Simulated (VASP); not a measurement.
# Hg: single point with PBE

Hg:

```
Hg
1.0
     3.82150   -0.26050    0.45985
     0.32738    3.23834   -0.18599
     0.26243    0.19223    4.13418
Hg
2
Direct
  0.74560 0.39067 0.72891
  0.32576 0.93135 0.28389
```

The cell was built by a generator and needn't be a form met in nature.

```yaml
Program: VASP 6.6.1
Task: single point
Functional: PBE
Potentials_or_basis: VASP PAW PBE potentials, release 64 (Hg)
Cutoff: 520 eV
k_mesh: 5 × 6 × 5, shifted
Occupations: fermi-dirac, width 0.1 eV
Spin: no spin polarisation
Dipole_correction: no
Further_INCAR_settings: ALGO = Fast; EDIFF = 1e-06; NBANDS = 19
```

```
Pressure               : 3.7 GPa
Largest force          : 0.225 eV/Å
Band gap on the k mesh : none (metal or under the smearing width)
```

Forces on the atoms (eV/Å):
```
Hg   0.142  0.127  0.120
Hg  -0.142 -0.127 -0.120
```

Stress tensor (GPa, compression positive):
```
 3.36 -0.17 -1.00
-0.17  3.95  0.27
-1.00  0.27  3.80
```

Levels at points of the mesh, in eV from the Fermi level:
| k point | band 10 | band 11 | band 12 | band 13 | band 14 | band 15 |
| --- | --- | --- | --- | --- | --- | --- |
| (0.10, 0.08, 0.10) | -5.92 | -5.66 | 0.90 | 2.22 | 4.67 | 6.65 |

Run time: 42 s on 1 thread of Intel(R) Xeon(R) Platinum 8559C (Emerald Rapids), with other jobs on the host, peak memory 0.18 GiB.

Spin-orbit coupling is left out, which matters for the levels of Hg.
